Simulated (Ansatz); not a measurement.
**Mo3Se4 — electrostatic potentials at the Se nuclei**

Cell: a COD entry, its atoms then relaxed with PBE in this cell.

Space group R-3:H (No. 148); a = 9.5450, c = 11.2100 Å, γ = 120.00°.

| site | Wyckoff | site symmetry | x | y | z |
| --- | --- | --- | --- | --- | --- |
| Mo | 18f | 1 | 0.8288 | 0.8484 | 0.3944 |
| Se7 | 18f | 1 | 0.9615 | 0.6706 | 0.4181 |
| Se13 | 6c | 3. | 0.0000 | 0.0000 | 0.2137 |

One atom of each set is listed; the run and its k-mesh use a cell of 14 atoms with edges of 6.66, 6.66, 6.66 Å.

Method: Kohn–Sham DFT in Ansatz, r2SCAN, plane waves and PAW (field gradients read without the response of the frozen cores, which leaves them typically 4 to 6 % off), scalar-relativistic, 500 eV cutoff, Γ-centred 5×5×5 k-points, Fermi–Dirac smearing 0.05 eV.

The potential at a nucleus is that of all electrons and the other nuclei. A higher potential binds the core electrons more strongly, so differences between sites of one element are the initial-state part of core-level shifts.

(1) Rank the Se sites by the potential at the nucleus, lowest first, and give each against the lowest.
A. Se7: 4 Mo at 2.54–2.61 Å
B. Se13: 3 Mo at 2.55 Å

Answers

(1) B (0.00 V), A (0.45 V).

The largest force is 0.4 eV/Å, so the atoms aren't at the calculated equilibrium and relaxing them would move these values.
